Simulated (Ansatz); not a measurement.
Calculated ¹³⁷Ba nuclear quadrupole resonance for BaH4O3

Cell: a Materials Project structure (computed, not necessarily an observed phase).

Space group P2_1 (No. 4); a = 3.9890, b = 7.0069, c = 6.3882 Å, β = 90.80°.

```csv
site,Wyckoff,site symmetry,x,y,z
Ba,2a,1,0.9958,0.2408,0.6558
H3,2a,1,0.8044,0.1976,0.1273
H4,2a,1,0.2065,0.1988,0.1274
H7,2a,1,0.5033,0.4076,0.0092
H9,2a,1,0.5199,0.5519,0.6042
O11,2a,1,0.0084,0.1481,0.2094
O13,2a,1,0.5017,0.2724,0.9687
O15,2a,1,0.5053,0.4795,0.4735
```

One atom of each set is listed.

The numbers come from a DFT calculation in Ansatz (r2SCAN, plane waves and PAW, scalar-relativistic, 500 eV cutoff, Γ-centred 5×3×3 k-points, Fermi–Dirac smearing 0.02 eV).

¹³⁷Ba: I = 3/2, Q = 236.0 mb (year-2017 value). Static lattice, zero field.

(1) Predict the zero-field ¹³⁷Ba lines of each site.

(2) And for ¹³⁵Ba (I = 3/2, Q = 153.0 mb) on Ba?

Results:

(1) For I = 3/2 there is one line, ν = (|C_Q|/2)(1 + η²/3)^½.

```tsv
site	atoms	V_zz (10²¹ V/m²)	C_Q (MHz)	η	line frequencies (MHz)
Ba	2	10.14	57.9	0.67	31.0
```

(2) C_Q scales with Q to 37.5 MHz, with lines at 20.1 MHz.

The largest force is 0.8 eV/Å, so the atoms aren't at the calculated equilibrium and relaxing them would move these values. Without spin–orbit coupling (the program notes it for Ba) the gradients are little affected as a rule: paired runs on crystals with a gap mostly move them by under 2 % at such atoms.
